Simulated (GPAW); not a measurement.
Runs of GPAW 26.7.0 on Fe3Ge. Symmetry: Fm-3m, No. 225, cubic system. Conventional cell: a = 5.751 Å, b = 5.751 Å, c = 5.751 Å, α = 90.00°, β = 90.00°, γ = 90.00°. Around Ge (site symmetry m-3m) lie 8 Fe at 2.49 Å. Fe (site symmetry -43m) is surrounded by 4 Ge at 2.49 Å and 4 Fe at 2.49 Å. Fe (site symmetry m-3m) has 8 Fe at 2.49 Å as nearest neighbours. The cell comes from a database or a generator and needn't be the stable form of this composition.

```tsv
level	spin	U	band points	spin axis theta (degrees)	spin axis phi (degrees)	soc after scf	pressure (GPa)	moment (μB)
PBEsol+U	collinear, ferromagnetic start	Fe d U = 4 eV	80	-	-	-	14.9	(a)
PBEsol+U	collinear, ferromagnetic start	Fe d U = 8 eV	80	-	-	-	31.3	9.62
PBEsol	collinear, ferromagnetic start, SOC	-	100	54.7	45	second variation	-9.0	5.66
PBEsol	collinear, ferromagnetic start	-	100	-	-	-	-9.0	5.66
PBEsol+U	collinear, ferromagnetic start	Fe d U = 6 eV	80	-	-	-	24.3	9.30
```

Alike in all rows: task band structure; potentials or basis PAW data sets generated in the run's folder for this functional, pw; cell as given; k mesh 8 × 8 × 8; cutoff (eV) 600; smearing fermi-dirac 0.05 eV.

**Question.** Fill in the values left out.

**Answer.** (a) 8.64.

Caveats: the U is typed as a test and isn't derived for this compound (some runs); a pressure of tens of GPa on the cell as given is suspect, and the run, the potentials or the cell itself is likely at fault (some runs); spin-orbit coupling was added after a scalar SCF, so levels and gaps hold it while energy, forces, pressure and moments don't (some runs).
